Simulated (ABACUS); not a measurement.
Crystal: Ni.

```xyz
1
Lattice="2.4573 0.0000 0.0000 1.2286 2.1281 0.0000 1.2286 0.7094 2.0064" Properties=species:S:1:pos:R:3 pbc="T T T"
Ni    0.0000    0.0000    0.0000
```

| Property | Result |
| --- | --- |
| Program | ABACUS 3.10.1 |
| Task | relaxation of cell and atoms |
| Functional | rPW86PBE |
| Potentials or basis | SG15 ONCV 1.2 PBE |
| Cutoff | 1333 eV |
| Density cutoff | 5333 eV |
| Basis | plane waves |
| k mesh | 10 × 10 × 10 |
| Occupations | fermi-dirac, width 0.05 eV |
| Spin | collinear spin, ferromagnetic start |
| Starting moments | [1.0] μB |

At the start: pressure 15.3 GPa; volume 10.49 Å³/atom.

Q: Where does the relaxation end?

A: Over 4 steps the energy falls by 35.0 meV/atom and the volume is 11.27 Å³/atom (+7.5 %); space group Fm-3m (No. 225, to 0.05 Å); moment 0.69 μB per cell.

Step by step:
```tsv
step	energy change (eV)	largest force (eV/Å)	pressure (GPa)	volume (Å³)
1	0.0000	0.0000	15.33	10.49
2	-0.0295	0.0000	5.54	10.95
3	-0.0350	0.0000	0.52	11.24
4	-0.0350	0.0000	0.02	11.27
```

Final structure:
```xyz
1
Lattice="2.5169 0.0000 0.0000 1.2584 2.1797 0.0000 1.2584 0.7266 2.0550" Properties=species:S:1:pos:R:3 pbc="T T T"
Ni    0.0000    0.0000    0.0000
```

Caveat: the potentials were made for another functional, which shifts forces and pressure.
